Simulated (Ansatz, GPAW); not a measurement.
# Mo: 5 runs at one level of theory

```
CELL_PARAMETERS angstrom
-1.58381 1.58381 1.58381
1.58381 -1.58381 1.58381
1.58381 1.58381 -1.58381
ATOMIC_POSITIONS crystal
Mo 0.00000 0.00000 0.00000
```

Alike in all runs: task band structure; functional PBE; k mesh 12 × 12 × 12; occupations fermi-dirac, width 0.05 eV; no spin polarisation; no spin-orbit coupling. Pressure is positive in compression and, in plane waves, holds the error of the finite cutoff, which Ansatz's Pulay term estimates and takes out.

| program and potentials | plane-wave cutoff (eV) | notes | pressure (GPa) |
| --- | --- | --- | --- |
| Ansatz, Ansatz PAW | 420 | Pulay term of +0.05 GPa included | -1.85 |
| Ansatz, all-electron LAPW, scalar-relativistic | - | - | -1.87 |
| Ansatz, PseudoDojo stringent (PBE files) | 1088 | Pulay term of +0.04 GPa included | -1.61 |
| GPAW, GPAW PAW data sets (gpaw-data 1.2.1) | 600 | - | -2.22 |
| Ansatz, Ansatz PAW (files of its older set among them) | 640 | - | -1.85 |

The pressure spans -2.22 (GPAW, GPAW PAW data sets (gpaw-data 1.2.1)) to -1.61 GPa (Ansatz, PseudoDojo stringent (PBE files)), with all-electron results at -1.87.

The functional is the same throughout but for its coding, so the spread measures potentials, basis and numerics; runs on potential files found faulty are left out.

All five runs give a negative pressure, so bcc Mo at this cell is slightly stretched and would contract towards its PBE equilibrium volume. The differences between runs probably amount to only a very small change in lattice constant, because Mo is exceptionally stiff: its roughly half-filled d band occupies mostly bonding states and leaves the antibonding ones largely empty, so even a slight strain produces a sizeable pressure.

Both Ansatz PAW runs, at -1.85 GPa, nearly coincide with the all-electron value of -1.87 GPa, which suggests that their description of the semicore and valence states carries over well to this volume. The PseudoDojo and GPAW results depart from the all-electron one in opposite directions. GPAW's more negative value has the sign expected of an incomplete plane-wave basis, but the data set could equally be responsible. A single volume fixes the direction of relaxation, but neither the equilibrium lattice constant nor the bulk modulus.
